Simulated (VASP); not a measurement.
# KI in VASP: a series of runs, part 2 of 2

VASP 6.6.1. The steps go on from the part before.

## 5. Single point, LDA (equal xy, yz and zx engineering shears of -0.5 %)

The input, INCAR:

```
  PREC = Accurate
  ENCUT = 520
  EDIFF = 1E-6
  ISMEAR = 0
  SIGMA = 0.01
  LREAL = False
  LASPH = True
  NELM = 60
  ALGO = Normal
  ISIF = 2
  LWAVE = False
  LCHARG = False
  NBANDS = 15
```

The input, KPOINTS:

```
regular mesh
0
Gamma
  6 6 6
```

The input, POSCAR:

```
KI
1.0
   -0.0170573808      3.4029474723      3.4029474723
    3.4029474723     -0.0170573808      3.4029474723
    3.4029474723      3.4029474723     -0.0170573808
K I
1 1
Direct
    0.0000000000      0.0000000000      0.0000000000
    0.5000000000      0.5000000000      0.5000000000
```

Potentials or basis: VASP PAW LDA potentials, release 64 (K_sv, I).

The run is started by

```sh
> cat potpaw_LDA.64/K_sv/POTCAR potpaw_LDA.64/I/POTCAR > POTCAR
> mpirun -np 1 vasp_std > vasp.out
```

OUTCAR:

```text
PREC = Accurate
   ENCUT = 520
   EDIFF = 1E-6
   ISMEAR = 0
   LREAL = False
   LASPH = True
   NELM = 60
   ISIF = 2

 ion  position               nearest neighbor table
   1  0.000  0.000  0.000-   2 3.41   2 3.41   2 3.41   2 3.41   2 3.41   2 3.41
   2  0.500  0.500  0.500-   1 3.41   1 3.41   1 3.41   1 3.41   1 3.41   1 3.41

  LATTYP: Found a trigonal (rhomboedric) cell.
 ALAT       =     4.8125246963
 COS(alpha) =     0.4949812504

  Lattice vectors:

 A1 = (  -0.0170573808,   3.4029474723,   3.4029474723)
 A2 = (   3.4029474723,  -0.0170573808,   3.4029474723)
 A3 = (   3.4029474723,   3.4029474723,  -0.0170573808)

Analysis of symmetry for initial positions (statically):
=====================================================================
 Subroutine PRICEL returns:
 Original cell was already a primitive cell.

 Routine SETGRP: Setting up the symmetry group for a
 trigonal (rhombohedral) supercell.

 Subroutine GETGRP returns: Found 12 space group operations
 (whereof 12 operations were pure point group operations)
 out of a pool of 12 trial point group operations.

The static configuration has the point symmetry D_3d.

Analysis of symmetry for dynamics (positions and initial velocities):
=====================================================================
 Subroutine PRICEL returns:
 Original cell was already a primitive cell.

 Routine SETGRP: Setting up the symmetry group for a
 trigonal (rhombohedral) supercell.

 Subroutine GETGRP returns: Found 12 space group operations
 (whereof 12 operations were pure point group operations)
 out of a pool of 12 trial point group operations.

The dynamic configuration has the point symmetry D_3d.

 Subroutine INISYM returns: Found 12 space group operations
 (whereof 12 operations are pure point group operations),
 and found     1 'primitive' translations

----------------------------------------------------------------------------------------

                                     Primitive cell

  volume of cell :      79.4052
[... 114 lines left out ...]
   GGA     = CA    functional components
   LHFCALC =     F    Hartree Fock is set to
   AEXX    =    0.0000 exact exchange contribution
   IVDW    =     0    specifies the selected vdW correction
   LEPSILON=     F    determine dielectric tensor
   LRPA    =     F    only Hartree local field effects (RPA)
 non-spin polarized calculation
 Gauss-broadening in eV      SIGMA  =   0.01
  energy-cutoff  :      520.00
  volume of cell :       79.41
 maximum number of plane-waves:      2160
   NGX = 17   NGY = 17   NGZ = 17

 number of electron      16.0000002 magnetization

 Free energy of the ion-electron system (eV)
  ---------------------------------------------------
  ext. energy  EPLUGINS =         0.00000000
  ---------------------------------------------------
  free energy    TOTEN  =        -6.16609366 eV

  energy without entropy =       -6.16609366  energy(sigma->0) =       -6.16609366

 E-fermi :   0.0923     XC(G=0):  -8.0386

 val. band max:       -0.0172718347   @ k =   0.0000   0.0000   0.0000
 cond. band min:       3.8404407698   @ k =   0.0000   0.0000   0.0000
 fundamental gap:      3.8577126045
 Fermi energy:         0.0923380502

 k-point     1 :       0.0000    0.0000    0.0000
  band No.  band energies     occupation
      1     -28.0147      2.00000
      2     -11.7566      2.00000
      3     -11.7566      2.00000
      4     -11.7564      2.00000
      5     -10.7777      2.00000
      6      -0.0386      2.00000
      7      -0.0386      2.00000
      8      -0.0173      2.00000
      9       3.8404      0.00000
     10       6.1643      0.00000
     11       6.1643      0.00000
     12       6.2259      0.00000
     13       7.0193      0.00000
     14       7.0193      0.00000
[... 401 lines left out ...]
      2     -11.8502      2.00000
      3     -11.8238      2.00000
      4     -11.7999      2.00000
      5     -10.4850      2.00000
      6      -1.0953      2.00000
      7      -0.7307      2.00000
      8      -0.7179      2.00000
      9       5.3126      0.00000
     10       6.3804      0.00000
     11       7.3126      0.00000
     12       8.4161      0.00000
     13       8.5528      0.00000
     14       9.6447      0.00000
     15      10.2206      0.00000

 [... further k-points ...]
[... 5 lines left out ...]
  --------------------------------------------------------------------------------------
  -------------------------------------------------------------------------------------
  Total        0.0060258      0.0060258      0.0060258      0.0085732      0.0085732      0.0085732
  in kB        0.1215842      0.1215842      0.1215842      0.1729832      0.1729832      0.1729832
  external PRESSURE =       0.1215842 kB  Pullay stress =       0.0000000 kB

 VOLUME and BASIS-vectors are now :
 -----------------------------------------------------------------------------
  energy-cutoff  :      520.00
  volume of cell :       79.41
      direct lattice vectors                 reciprocal lattice vectors
    -0.017057381  3.402947472  3.402947472    -0.145831290  0.146565956  0.146565956
     3.402947472 -0.017057381  3.402947472     0.146565956 -0.145831290  0.146565956
     3.402947472  3.402947472 -0.017057381     0.146565956  0.146565956 -0.145831290

 POSITION                                       TOTAL-FORCE (eV/Angst)
 -----------------------------------------------------------------------------------
      0.00000      0.00000      0.00000         0.000000     -0.000000      0.000000
      3.39442      3.39442      3.39442        -0.000000      0.000000     -0.000000
 -----------------------------------------------------------------------------------
    total drift:                                0.000000      0.000000      0.000000

  FREE ENERGIE OF THE ION-ELECTRON SYSTEM (eV)
  ---------------------------------------------------
  free  energy   TOTEN  =        -6.1660936590 eV

  energy  without entropy=       -6.1660936590  energy(sigma->0) =       -6.16609366
```

OSZICAR:

```text
N       E                     dE             d eps       ncg     rms          rms(c)
DAV:   1     0.933959075871E+02    0.93396E+02   -0.65506E+03   960   0.918E+02
DAV:   2    -0.584065592534E+00   -0.93980E+02   -0.86696E+02  1219   0.233E+02
DAV:   3    -0.601619312172E+01   -0.54321E+01   -0.54060E+01  1355   0.457E+01
DAV:   4    -0.625057652104E+01   -0.23438E+00   -0.23429E+00  1517   0.919E+00
DAV:   5    -0.625315691828E+01   -0.25804E-02   -0.25803E-02  1362   0.959E-01    0.404E+00
DAV:   6    -0.617914469495E+01    0.74012E-01   -0.69396E-02  1163   0.180E+00    0.278E+00
DAV:   7    -0.616622897470E+01    0.12916E-01   -0.76147E-02  1275   0.164E+00    0.803E-01
DAV:   8    -0.616610012556E+01    0.12885E-03   -0.12221E-02  1107   0.820E-01    0.218E-01
DAV:   9    -0.616608013148E+01    0.19994E-04   -0.38031E-04  1426   0.119E-01    0.126E-01
DAV:  10    -0.616609617095E+01   -0.16039E-04   -0.17422E-04  1156   0.648E-02    0.649E-02
DAV:  11    -0.616609343371E+01    0.27372E-05   -0.42629E-05  1233   0.422E-02    0.122E-02
DAV:  12    -0.616609365902E+01   -0.22531E-06   -0.18460E-06  1291   0.108E-02
   1 F= -.61660937E+01 E0= -.61660937E+01  d E =-.173545E-56
```

Wall time 40 s (1 thread of Intel Xeon Platinum 8488C (Sapphire Rapids), shared host); peak memory 0.19 GiB.

Results:

```
Free energy            : -6.1661 eV
Pressure               : 0.0 GPa
Band gap on the k mesh : 3.86 eV, direct
```

Levels at points of the mesh, in eV from the valence-band top:
```tsv
k point	band 6	band 7	band 8	band 9	band 10	band 11
(0.00, 0.00, 0.00)	-0.02	-0.02	0.00	3.86	6.18	6.18
(0.50, 0.00, 0.00)	-1.67	-0.47	-0.46	5.35	7.70	8.15
(0.50, 0.50, 0.00)	-1.22	-0.47	-0.45	4.48	5.71	8.02
(0.50, 0.50, 0.50)	-1.66	-0.48	-0.48	5.33	7.72	8.14
```

Caveat: the cell differs from its parent crystal (equal xy, yz and zx engineering shears of -0.5 %); spin-orbit coupling is left out, which moves the levels of the heavy elements.

## 6. Single point, LDA (equal xy, yz and zx engineering shears of +0.5 %)

The input, INCAR:

```
SYSTEM = KI
  PREC = Accurate
  ENCUT = 520
  EDIFF = 1E-6
  ISMEAR = 0
  SIGMA = 0.01
  LREAL = .False.
  LASPH = .True.
  NELM = 60
  ALGO = Normal
  ISIF = 2
  LWAVE = .False.
  LCHARG = .False.
  GGA = CA
  NBANDS = 15
```

The input, KPOINTS:

```
Automatic mesh
0
Gamma
  6 6 6
  0 0 0
```

The input, POSCAR:

```
KI
1.0
    0.0170573808      3.4200048531      3.4200048531
    3.4200048531      0.0170573808      3.4200048531
    3.4200048531      3.4200048531      0.0170573808
K I
1 1
Direct
    0.0000000000      0.0000000000      0.0000000000
    0.5000000000      0.5000000000      0.5000000000
```

Potentials or basis: VASP PAW LDA potentials, release 64 (K_sv, I).

The run is started by

```sh
> cat potpaw_LDA.64/K_sv/POTCAR potpaw_LDA.64/I/POTCAR > POTCAR
> mpirun -np 1 vasp_std > vasp.out
```

Wall time 42 s (1 thread of Intel Xeon Platinum 8488C (Sapphire Rapids), shared host); peak memory 0.19 GiB.

The run converged. Its results:

- Free energy: -6.1661 eV
- Pressure: 0.0 GPa
- Band gap on the k mesh: 3.86 eV, direct

Levels at points of the mesh, in eV from the valence-band top:
```csv
k point,band 6,band 7,band 8,band 9,band 10,band 11
"(0.00, 0.00, 0.00)",-0.02,0.00,0.00,3.86,6.17,6.23
"(0.50, 0.00, 0.00)",-1.66,-0.48,-0.46,5.35,7.71,8.14
"(0.50, 0.50, 0.00)",-1.22,-0.46,-0.44,4.48,5.72,8.03
"(0.50, 0.50, 0.50)",-1.66,-0.45,-0.45,5.36,7.69,8.20
```

Caveat: the cell differs from its parent crystal (equal xy, yz and zx engineering shears of +0.5 %); spin-orbit coupling is left out, which moves the levels of the heavy elements.

## 7. The runs side by side

| cell | gap on the mesh (eV) | pressure (GPa) |
| --- | --- | --- |
| a = 4.849 Å, angles 60.0°, 2 atoms | 3.83 | -0.2 |
| a = 4.813, b = 4.813, c = 4.825 Å, angles 59.9, 59.9, 60.2°, 2 atoms | 3.88 | 0.1 |
| a = 4.837, b = 4.837, c = 4.825 Å, angles 60.1, 60.1, 59.8°, 2 atoms | 3.86 | -0.1 |
| a = 4.813 Å, angles 60.3°, 2 atoms | 3.86 | 0.0 |
| a = 4.837 Å, angles 59.7°, 2 atoms | 3.86 | 0.0 |

Alike in all rows: task single point; level LDA; potentials or basis VASP PAW LDA potentials, release 64 (K_sv, I); no spin polarisation; k mesh 6 × 6 × 6; cutoff (eV) 520; smearing gaussian 0.01 eV.

Caveats: spin-orbit coupling is left out, which moves the levels of the heavy elements.

Absolute energies hang on the potentials; compare differences alone.

## 8. Comparison with measurements

Step 2. A measured gap of KI is 6.32 eV (a printed reference work, monograph); the calculated 3.83 eV misses it by -2.49 eV. Spin-orbit coupling on I is left out. The value is that of LDA, without temperature or zero-point motion. Semilocal functionals fall short of measured gaps as a rule.
